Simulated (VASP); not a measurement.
Crystal: Tb.

```xyz
2
Lattice="3.6010 0.0000 0.0000 -1.8005 3.1186 0.0000 0.0000 0.0000 5.6936" Properties=species:S:1:pos:R:3 pbc="T T T"
Tb    1.8005    1.0395    4.2702
Tb    0.0000    2.0790    1.4234
```

Base run:

```yaml
Program: VASP 6.6.1
Functional: PBE
Potentials_or_basis: VASP PAW PBE potentials, release 64 (Tb)
Cutoff: 520 eV
k_mesh: 9 × 9 × 5
Occupations: fermi-dirac, width 0.05 eV
Spin: collinear spin, ferromagnetic start
Starting_moments: "[6.0, 6.0] μB"
```

Its results: pressure 0.2 GPa; net moment 12.14 μB per cell; site moments Tb +5.78 μB.

Question: The run is repeated on the same cell with these changes: cutoff from 520 eV to 600 eV; k mesh from 9 × 9 × 5 to 7 × 7 × 4. What comes out?

Answer: Pressure 0.6 GPa; net moment 11.86 μB per cell; site moments Tb +5.71 μB.

Caveats: the magnetic or orbital state may not be the lowest.

Not every run made on this cell is shown here.
